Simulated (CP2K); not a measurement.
Crystal: HfC.

```
Hf C
1.0
     2.43943    0.00000    0.00000
     0.00000    4.69500    0.00000
     0.00000    0.00000    2.56227
Hf C
1 1
Direct
  0.00000 0.00000 0.00000
  0.00000 0.50000 0.75000
```

The cell was built by a generator and needn't be a form met in nature.

Base run:

* Program: CP2K 2026.2
* Functional: HLE16
* Potentials or basis: POTENTIAL_UZH Hf GTH-PBE-q12, C GTH-PBE-q4; TZVP-MOLOPT-PBE-GTH basis
* Density cutoff: 9184 eV
* k mesh: 11 × 6 × 10
* Occupations: fermi-dirac, width 0.05 eV
* Spin: no spin polarisation

Its results: band gap on the k mesh none (metal or under the smearing width); pressure -20.7 GPa; largest force 0.096 eV/Å.

Task: The run is repeated on the same cell with these changes: functional from HLE16 to LDA. What comes out?

Result: Band gap on the k mesh none (metal or under the smearing width); pressure 3.3 GPa; largest force 0.097 eV/Å.

Caveats: the potentials were made for another functional, which shifts forces and pressure; the basis of atomic orbitals isn't converged, which shifts pressures, moduli and gaps; the potentials were made for a functional far from this one (some runs).
